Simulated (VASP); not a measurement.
## VASP 6.6.1 run: CdS

INCAR

```
NELM = 120
PREC = Accurate
LASPH = .TRUE.
SIGMA = 0.02
LCHARG = .FALSE.
ENCUT = 350
EDIFF = 1E-7
ISMEAR = -1
ISIF = 2
GGA = PE
NBANDS = 16
IBRION = -1
NSW = 0
LWAVE = .FALSE.
LREAL = .FALSE.
```

KPOINTS

```
KPOINTS created by Atomic Simulation Environment
0
Gamma
8 8 8
0 0 0
```

POSCAR

```
Cd S
 1.0000000000000000
     0.0000000000000000    3.0273912883000000    2.7995997332000000
     3.0273912883000000    0.0000000000000000    2.7995997332000000
     3.0273912883000000    3.0273912883000000    0.0000000000000000
 Cd  S
   1   1
Cartesian
  0.0000000000000000  0.0000000000000000  0.0000000000000000
  1.5136956441500000  1.5136956441500000  1.3997998666000000
```

The recommended PBE PAW datasets give the neutral cell 18 valence electrons.

Command

```
mpirun -np 1 vasp_std
```

Problem. Predict the outcome of this run.

Solution. It converged. Results: gap between bands v and c on the k mesh 0.93 eV; least direct gap on the k mesh 0.93 eV; pressure 0.5 GPa. Band v is the last that the valence electrons fill when counted band by band, and c is the next.

OSZICAR

```
N       E                     dE             d eps       ncg     rms          rms(c)
DAV:   1     0.857625935807E+02    0.85763E+02   -0.72627E+03  1936   0.743E+02
DAV:   2    -0.362887886020E+01   -0.89391E+02   -0.85457E+02  2320   0.221E+02
DAV:   3    -0.666662084306E+01   -0.30377E+01   -0.30328E+01  2216   0.432E+01
DAV:   4    -0.668495817098E+01   -0.18337E-01   -0.18336E-01  2560   0.318E+00
DAV:   5    -0.668519134670E+01   -0.23318E-03   -0.23317E-03  2192   0.332E-01    0.765E+00
DAV:   6    -0.614866572800E+01    0.53653E+00   -0.85357E-01  2768   0.111E+01    0.622E+00
DAV:   7    -0.612854892941E+01    0.20117E-01   -0.18664E-01  2472   0.292E+00    0.306E+00
DAV:   8    -0.612836976542E+01    0.17916E-03   -0.16375E-02  2224   0.155E+00    0.278E-01
DAV:   9    -0.612831521765E+01    0.54548E-04   -0.17984E-03  2384   0.597E-01    0.624E-02
DAV:  10    -0.612845288892E+01   -0.13767E-03   -0.23282E-04  2352   0.140E-01    0.714E-02
DAV:  11    -0.612853331427E+01   -0.80425E-04   -0.13481E-04  2280   0.850E-02    0.267E-02
DAV:  12    -0.612852679362E+01    0.65207E-05   -0.19902E-05  2456   0.539E-02    0.885E-03
DAV:  13    -0.612852772822E+01   -0.93460E-06   -0.27605E-06  2280   0.978E-03    0.695E-03
DAV:  14    -0.612852760020E+01    0.12802E-06   -0.18018E-07  2440   0.266E-03    0.434E-03
DAV:  15    -0.612852758938E+01    0.10820E-07   -0.18663E-08  1584   0.809E-04
   1 F= -.61285276E+01 E0= -.61285276E+01  d E =-.949819E-11
```

For comparison, a separate PBE run of the intended cell, on usual settings and not on those above, gives a gap of 0.94 eV on its mesh and a pressure of 0.9 GPa.
